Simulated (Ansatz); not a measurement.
**NaH (Fm-3m): phonons and vibrational spectra**

Wanted: vibrations and spectra of NaH (Fm-3m); the cell is already relaxed. After the zone centre comes a 4×4×4 q mesh on a 8×8×8 k mesh.

Program: Ansatz 0.2.0. Level of theory: DFT PBE, scalar-relativistic, plane waves, PAW; PAW set soft_1. Results are calculated unless marked as measured.

This is a report of a sequence of runs, with most program output left out.

## (1) Set-up

It takes space group Fm-3m (No. 225, cubic). The conventional cell has a = 4.832 Å, b = 4.832 Å, c = 4.832 Å, α = 90.00°, β = 90.00°, γ = 90.00°. Nearest to Na lie 6 H at 2.42 Å. Nearest to H lie 6 Na at 2.42 Å. Farther neighbours are not listed.

## (2) Zone-centre response

The cell comes from relaxations at this level that are not shown. The zone centre comes first: it holds the modes that light can see, as far as symmetry allows. The response to a homogeneous field gives the Born charges and the dielectric tensor.

input.yaml reads:

```yaml
crystal:
  lattice:
    - [0.0, 2.4160895472, 2.4160895472]
    - [2.4160895472, 0.0, 2.4160895472]
    - [2.4160895472, 2.4160895472, 0.0]
  atoms:
    - { symbol: Na, position: [0.0, 0.0, 0.0] }
    - { symbol: H, position: [0.5, 0.5, 0.5] }
kpoints:
  mp_grid: { grid: [8, 8, 8] }
hamiltonian:
  xc: pbe
  pseudopotentials: { kind: paw, azcp: { folder: soft_1 } }
scf:
  occupations: { method: fixed }
output:
  eigenvalues: true
phonons:
  method: dfpt
  dielectric: true
  rigid_motions: translations
```

On the command line:

```bash
> ansatz run input.yaml --threads 4 --pin off --max-ram 10240MiB --backend cpu --events-out ev --progress --plain --runs-dir out
```

The job ended after 1.7 s (4 threads of Arm Neoverse V1, shared host; peak memory 0.39 GiB).

Numbers from this step:

```yaml
gap_on_the_k_mesh: 3.763 eV
volume_per_atom: 14.10 Å³
sum_rule_residual_before_enforcement: 2.34e-4 eV/Å²
miss_of_the_charge_sum_rule: 1.16e-6 e
point_group: m-3m
highest_optical_mode_at_the_zone_centre_no_lo_to_term: 493.9 cm⁻¹
lowest_optical_zone_centre_mode: 493.9 cm⁻¹
mean_high_frequency_dielectric_constant: 3.117
largest_born_charge_third_of_the_trace: 0.9724 e
mean_static_dielectric_constant: 10.12
top_of_the_zone_centre_spectrum_with_the_field: 889.9 cm⁻¹
```

Without the LO-TO term. Patterns of degenerate modes are one choice out of their space. The modes at Γ (shares of kinetic energy by element, %):

```
mode  frequency (cm⁻¹)  symmetry  Na %  H %
   1               0.0  acoustic    96    4
   2               0.0  acoustic    96    4
   3               0.0  acoustic    96    4
   4             493.9       T1u     4   96
   5             493.9       T1u     4   96
   6             493.9       T1u     4   96
```

Displacements in mode 6 (493.9 cm⁻¹), the largest set to 1:
```
Na1  0.00 -0.02 -0.04
H2  -0.06  0.47  1.00
```

Optical modes at the zone centre, without and with the macroscopic field of the longitudinal modes; each column is sorted by frequency, so a row need not hold one and the same mode. Modes with and without the field, by row:

```
rank among optical modes  no field (cm⁻¹)  q along (1, 0, 0) (cm⁻¹)
                       1            493.9                     493.9
                       2            493.9                     493.9
                       3            493.9                     889.9
```

Born charge (rows field, columns displacement) (e), principal values of the symmetric part by kind of site:

```
atom  atoms with these values      low   middle     high     mean
 Na1                        1   0.9724   0.9724   0.9724   0.9724
  H2                        1  -0.9724  -0.9724  -0.9724  -0.9724
```

In full for Na1:

```
0.9724 0.0000 0.0000
0.0000 0.9724 0.0000
0.0000 0.0000 0.9724
```

High-frequency dielectric tensor:

```
3.12 0.00 0.00
0.00 3.12 0.00
0.00 0.00 3.12
```

Static dielectric tensor (ions relaxed, fixed cell):

```
10.12  0.00  0.00
 0.00 10.12  0.00
 0.00  0.00 10.12
```

Transverse modes. Lines of the infrared spectrum (strongest = 100):

```
position (cm⁻¹)  label  relative intensity
            494    T1u                 100
```

Before it was imposed, the acoustic sum rule was missed by 2.3e-4 eV/Å² and the charge sum rule by 1.2e-6 e. Small misses are needed for a sound result but don't prove that mesh and cutoff are converged. The lowest optical mode is real, 494 cm⁻¹.

## (3) Response at finite wavevector

Stability and thermal properties need the whole zone. Linear response on a 4×4×4 q mesh gives force constants as far as a supercell of that size would, and the tensors from the zone-centre run are typed in so that the long-range dipole term is interpolated apart.

input.yaml, the sections that differ from step 2:

```yaml
phonons:
  method: dfpt
  qmesh: [4, 4, 4]
  temperatures: { t_max: 1000, t_step: 50 }
  qpath:
    path:
      - [[0.0, 0.0, 0.0], [0.5, 0.0, 0.5], [0.625, 0.25, 0.625]]
      - [[0.375, 0.375, 0.75], [0.0, 0.0, 0.0], [0.5, 0.5, 0.5], [0.5, 0.25, 0.75], [0.5, 0.0, 0.5]]
    npoints: 10
  non_analytic_term:
    high_frequency_dielectric_tensor: [[3.1171, 0.0, 0.0], [0.0, 3.1171, 0.0], [0.0, 0.0, 3.1171]]
    born_effective_charges:
      - { species: Na, tensor: [[0.9724, 0.0, 0.0], [0.0, 0.9724, 0.0], [0.0, 0.0, 0.9724]] }
      - { species: H, tensor: [[-0.9724, 0.0, 0.0], [0.0, -0.9724, 0.0], [0.0, 0.0, -0.9724]] }
    source: "zone-centre run at this cell"
# crystal, kpoints, hamiltonian, scf, output: as in step 2
```

Run time: 20 s. Hardware: 4 threads; peak memory 0.59 GiB; 77 s of CPU time.

Numbers from this step:

| Quantity | Value |
| --- | --- |
| sum-rule residual before enforcement | 4.20e-6 eV/Å² |
| lowest frequency on the path | 0 cm⁻¹ |
| highest frequency on the path or at a solved wavevector | 889.9 cm⁻¹ |
| mean frequency | 422.4 cm⁻¹ |
| Debye temperature (second moment) | 949 K |
| logarithmic mean frequency | 313 cm⁻¹ |
| lowest mode on the q mesh (acoustic modes at Γ apart) | 89.28 cm⁻¹ |
| zero-point energy per atom | 78.56 meV |
| heat capacity at 300 K | 17.32 J/(mol atoms K) |
| vibrational entropy at 300 K | 19.65 J/(mol atoms K) |
| edges of the widest gap between branches, on path and mesh | 236.7, 493.9 cm⁻¹ |

Frequencies (cm⁻¹) solved at each irreducible wavevector; negative means imaginary. Frequencies by wavevector, by row:

```
q in reciprocal lattice units  star  mode 1  mode 2  mode 3  mode 4  mode 5  mode 6
                        0 0 0     1       0       0       0   493.9   493.9   493.9
                     0 0 0.25     8    89.3    89.3   165.5   532.5   532.5   886.8
                     0 0 -0.5     4   119.4   119.4   236.7   566.5   566.5   881.2
                  0 0.25 0.25     6   106.5   106.5   158.8   592.7   592.7   864.9
                  0 0.25 -0.5    24   128.1   149.2   200.2   619.5   678.6   836.1
                 0 0.25 -0.25    12   117.5   149.5   193.2   561.8   679.5   844.7
                  0 -0.5 -0.5     3   137.2   137.2   198.8   667.6   667.6   840.6
              0.25 -0.5 -0.25     6   150.2   174.8   174.8   675.3   758.7   758.7
```

Interpolated from a 4×4×4 q mesh, with the LO-TO term (at Γ the limit along the path; where Γ stands inside the path, tables give the limit on arrival). The phonon branches at the labelled points (cm⁻¹):

```
    point  branch 1  branch 2  branch 3  branch 4  branch 5  branch 6
        Γ         0         0         0       494       494       890
  halfway       106       106       159       593       593       865
        X       137       137       199       668       668       841
  halfway       136       149       196       658       691       829
        U       134       172       186       632       746       796
jump to K       134       172       186       632       746       796
  halfway        99       123       174       534       610       869
        Γ         0         0         0       494       494       890
  halfway        89        89       166       532       532       887
        L       119       119       237       566       566       881
  halfway       129       150       209       603       681       837
        W       150       175       175       675       759       759
  halfway       144       151       193       671       694       818
        X       137       137       199       668       668       841
```

The phonon density of states has structure finer than the step of the table below, so its rows give means over 50 cm⁻¹, whole bins alone (the curve runs from 5 to 895 cm⁻¹). Peaks (cm⁻¹: height): 135.0: 0.0431, 195.0: 0.0368, 575.0: 0.0123, 875.0: 0.0142.

Tetrahedra on a 24×24×24 mesh, mean over bins of 10 cm-1. Interpolated from a 4×4×4 q mesh. Phonon density of states against wavenumber; means over each step:

wavenumber (cm⁻¹), phonon density of states (1/cm⁻¹/cell) and a bar:
```
       50     0.0015 ##
      100     0.0156 ##################
      150     0.0257 ##############################
      200     0.0165 ###################
      250     0.0007 #
      300     0.0000 
      350     0.0000 
      400     0.0000 
      450     0.0000 
      500     0.0015 ##
      550     0.0078 #########
      600     0.0118 ##############
      650     0.0109 #############
      700     0.0056 #######
      750     0.0025 ###
      800     0.0049 ######
      850     0.0119 ##############
```

The partial phonon density of states has structure finer than the step of the table below, so its rows give means over 50 cm⁻¹, whole bins alone (the curve runs from -10 to 926 cm⁻¹). Peaks (cm⁻¹: height): H 584.9: 0.012, 867.6: 0.0132; Na 131.4: 0.0411, 190.3: 0.0277.

Phonopy on the run's constants, 21x21x21 mesh, Gaussian sigma 6.7 cm-1. Interpolated from a 4×4×4 q mesh. The partial phonon density of states by wavenumber; means over each step; values in 1/cm⁻¹/cell:

```
wavenumber (cm⁻¹)        H       Na
               50   4.6e-5  0.00154
              100   1.3e-4   0.0157
              150   9.0e-5   0.0253
              200   6.2e-5   0.0162
              250   2.0e-6   8.0e-4
              300        0        0
              350        0        0
              400        0        0
              450   2.0e-7        0
              500  0.00156   4.1e-5
              550  0.00775   7.3e-5
              600   0.0117   4.4e-5
              650   0.0107   2.8e-5
              700  0.00566   6.5e-6
              750  0.00262        0
              800  0.00487   2.7e-6
              850   0.0116   7.3e-5
              900  0.00316   6.2e-5
```

Second derivatives of the energy by pair, one row for each kind of neighbour of each atom listed. Each entry sums the pair over the periodic images of the supercell that the q mesh stands for, and in a polar crystal it holds the long-range dipole part too. Force constants by pair, by row:

```
atom  neighbour  distance (Å)  third of the trace (eV/Å²)  along the pair's line (eV/Å²)
 Na1     itself             0                        2.19                              –
 Na1          H         2.416                     -0.2358                         -0.201
 Na1         Na         3.417                      -0.058                        -0.4434
 Na1          H         4.185                      0.0035                         0.1199
 Na1         Na         4.832                     -0.0345                        -0.1132
 Na1          H         5.403                      0.0108                         0.0673
 Na1         Na         5.918                     -0.0079                        -0.0491
 Na1         Na         6.834                     -0.0028                        -0.0495
 Na1          H         7.248                      0.0117                         0.0228
  H2     itself             0                        1.83                              –
  H2         Na         2.416                     -0.2358                         -0.201
  H2          H         3.417                     -0.0405                         -0.268
  H2         Na         4.185                      0.0035                         0.1199
  H2          H         4.832                     -0.0011                        -0.0586
  H2         Na         5.403                      0.0108                         0.0673
  H2          H         5.918                     -0.0104                        -0.0504
  H2          H         6.834                     -0.0166                        -0.0682
  H2         Na         7.248                      0.0117                         0.0228
```

Harmonic thermodynamic functions per atom, from the density of states. Interpolated from a 4×4×4 q mesh. Thermodynamic functions, by row:

```
T (K)  F_vib (meV/atom)  S (J/mol-atom/K)  C_V (J/mol-atom/K)
    0             78.56                 0                   0
   50             78.39             1.375               3.701
  100             76.57             5.718               8.736
  200              66.5             13.38               13.64
  300              49.3             19.65               17.32
  400             26.08                25               19.75
  500             -2.26             29.58               21.27
  600            -35.02             33.55               22.24
  700            -71.63             37.03               22.88
  800            -111.6             40.12               23.33
  900            -154.7             42.88               23.64
 1000            -200.4             45.39               23.88
```

Harmonic mean-square displacement, third of the trace. Interpolated from a 4×4×4 q mesh. Mean square displacements, by row:

```
T (K)  Na1 U_eq (Å²)  H2 U_eq (Å²)
    0        0.00535       0.02541
  100        0.00782       0.02629
  300        0.01914       0.03154
  600        0.03741       0.04667
```

Symmetry leaves 8 wavevectors to solve. The lowest mode among them, the acoustic zeros apart, lies at q = (0, 0, 0.25) and is real, 89.3 cm⁻¹.

## (4) The same by displaced supercells

Finite displacements in a 2×2×2 supercell give force constants from forces alone. They are exact at the wavevectors that the supercell holds, where they check the linear-response result.

input.yaml: that of step 3 with these lines changed.

```diff
@@ -18,4 +18,4 @@
 phonons:
-  method: dfpt
-  qmesh: [4, 4, 4]
+  method: fd
+  supercell: [2, 2, 2]
   temperatures: { t_max: 1000, t_step: 50 }
```

Wall time 5.1 s (4 threads); peak memory 0.67 GiB.

Numbers from this step:

```yaml
atoms_in_the_supercell: 16
sum_rule_residual_before_enforcement: 1.96e-4 eV/Å²
```

Interpolated from a 2×2×2 supercell, rough between the solved points, with the LO-TO term (at Γ the limit along the path; where Γ stands inside the path, tables give the limit on arrival). Phonon branches along the path, in cm⁻¹:

```
    point  branch 1  branch 2  branch 3  branch 4  branch 5  branch 6
        Γ         0         0         0       494       494       890
  halfway       109       109       163       577       577       858
        X       137       137       199       668       668       841
  halfway       135       150       196       660       687       825
        U       131       176       188       640       734       781
jump to K       131       176       188       640       734       781
  halfway        99       124       177       542       591       863
        Γ         0         0         0       494       494       890
  halfway        90        90       166       530       530       886
        L       119       119       237       566       566       881
  halfway       127       150       213       608       664       826
        W       151       176       176       678       744       744
  halfway       144       151       193       673       688       810
        X       137       137       199       668       668       841
```

The phonon density of states has structure finer than the step of the table below, so its rows give means over 25 cm⁻¹, whole bins alone (the curve runs from 5 to 895 cm⁻¹). Peaks (cm⁻¹: height): 125.0: 0.0444, 195.0: 0.0371, 575.0: 0.0129, 835.0: 0.0114.

Tetrahedra on a 22×22×22 mesh, mean over bins of 10 cm-1. Interpolated from a 2×2×2 supercell, rough between the solved points. The phonon density of states by wavenumber; means over each step:

wavenumber (cm⁻¹), phonon density of states (1/cm⁻¹/cell) and a bar:
```
       25     0.0003 
       50     0.0013 #
       75     0.0039 ###
      100     0.0129 ###########
      125     0.0364 ##############################
      150     0.0229 ###################
      175     0.0140 ############
      200     0.0221 ##################
      225     0.0060 #####
      250     0.0002 
      275     0.0000 
      300     0.0000 
      325     0.0000 
      350     0.0000 
      375     0.0000 
      400     0.0000 
      425     0.0000 
      450     0.0000 
      475     0.0000 
      500     0.0015 #
      525     0.0044 ####
      550     0.0077 ######
      575     0.0122 ##########
      600     0.0126 ##########
      625     0.0123 ##########
      650     0.0119 ##########
      675     0.0081 #######
      700     0.0052 ####
      725     0.0035 ###
      750     0.0010 #
      775     0.0031 ###
      800     0.0061 #####
      825     0.0095 ########
      850     0.0108 #########
      875     0.0091 #######
```

At Γ the two methods differ by at most 0.0 cm⁻¹.

## (5) Summary of results

```
space group (within 0.01 Å)                             : Fm-3m
volume per atom                                         : 14.1 Å³
gap on the k-mesh                                       : 3.76 eV
highest optical mode at the zone centre (no LO-TO term) : 494 cm⁻¹
top of the zone-centre spectrum with the field          : 890 cm⁻¹
lowest optical zone-centre mode                         : 494 cm⁻¹
mean high-frequency dielectric constant                 : 3.12
mean static dielectric constant                         : 10.1
largest Born charge (third of the trace)                : 0.972 e
lowest mode on the q mesh (acoustic modes at Γ apart)   : 89.3 cm⁻¹
highest frequency on the path or at a solved wavevector : 890 cm⁻¹
zero-point energy per atom                              : 78.6 meV
heat capacity at 300 K                                  : 17.3 J/(mol atoms K)
vibrational entropy at 300 K                            : 19.7 J/(mol atoms K)
Debye temperature (second moment)                       : 949 K
imaginary modes on the 4×4×4 q mesh                     : none
```

**Reading.** The structure is a minimum as far as tested: no mode is imaginary at the 8 irreducible wavevectors of the 4×4×4 mesh, and the softest away from the acoustic zeros lies at 89 cm⁻¹. Without the field, the optical modes at Γ form one degenerate level at 494 cm⁻¹. The highest mode in this list at Γ, 493.9 cm⁻¹, is mostly motion of H (96 % of the kinetic energy). With the macroscopic field of the longitudinal modes the top of the zone-centre spectrum lies at 890 cm⁻¹, against 494 cm⁻¹ without it. Lattice motion raises the mean dielectric constant from 3.117 to 10.12. The strongest infrared line is at 494 cm⁻¹. On the path and the mesh, the widest gap between branches runs from 237 to 494 cm⁻¹. Finite displacements and linear response differ by 0.0 cm⁻¹ in the highest zone-centre mode. These are harmonic frequencies at zero temperature: anharmonic shifts, linewidths and thermal expansion are left out.

[Logs are printed without paths, hosts, clocks, repeated set-up lines and the standing remarks that a program may print on its own settings, such as how far it seeks lower states.]

[Hosts, paths, dates, database ids (printed as entryN), source tags and the programs' standing remarks are cut or masked in the printed files.]
